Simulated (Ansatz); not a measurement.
# O in Ansatz: convergence with smearing width

O:

```
O
1.0
     1.67495    0.96703    3.73200
    -1.67495    0.96703    3.73200
     0.00000   -1.93406    3.73200
O
2
Direct
  0.06477 0.00824 0.07895
  0.92771 0.96747 0.91034
```

The cell isn't the ideal one: atoms moved at random, drawn with an rms of 0.1 Å.

```yaml
Program: Ansatz 0.2.0
Task: convergence study
Functional: PBEsol
Potentials_or_basis: all-electron LAPW, scalar-relativistic
Cutoff: 764 eV (chosen from the basis error)
Basis_error_allowed: 0.001 eV/atom
k_mesh: 5 × 5 × 5
Occupations: fermi-dirac, width 0.3 eV
Spin: no spin polarisation
```

These are the settings of the first run; the series varies smearing width, with any setting tied to it.

Hardware: 1 thread of Arm Neoverse V1 (shared host).

Question: The values tried are 0.3 eV, 0.2 eV, 0.15 eV, 0.1 eV, 0.05 eV, 0.025 eV, 0.01 eV, loosest first. From which on does the energy stay within 1 meV/atom of the tightest run that finished?

Answer: From 0.05 eV on.

```tsv
smearing width	energy less the tightest run, at zero smearing (meV/atom)	pressure (GPa)	largest force (eV/Å)	SCF cycles	CPU time (s)	peak memory (GiB)
0.3 eV	-77.46	-10.69	5.198	10	42	0.71
0.2 eV	-30.92	-11.22	5.201	8	26	0.71
0.15 eV	-14.16	-11.61	5.203	8	25	0.71
0.1 eV	-4.00	-12.09	5.208	9	28	0.71
0.05 eV	-0.51	-12.56	5.212	9	26	0.71
0.025 eV	-0.17	-12.71	5.211	10	28	0.71
0.01 eV	0.00	-12.76	5.209	10	28	0.71
```

Against the tightest run, the pressure stays within 0.1 GPa from 0.025 eV on; the largest force stays within 0.005 eV/Å from 0.1 eV on. Narrower smearing needs a denser k mesh, so at a fixed mesh the narrowest width isn't the most accurate. The tightest run that finished is the yardstick and may itself not be fully converged.

Caveat, for the tightest run too: the k mesh is coarse (spacing up to 0.45 Å⁻¹), so the values aren't converged; the k mesh is thin for a metal, which can move the energy by tens of meV per atom; spin is off for a triplet molecule.
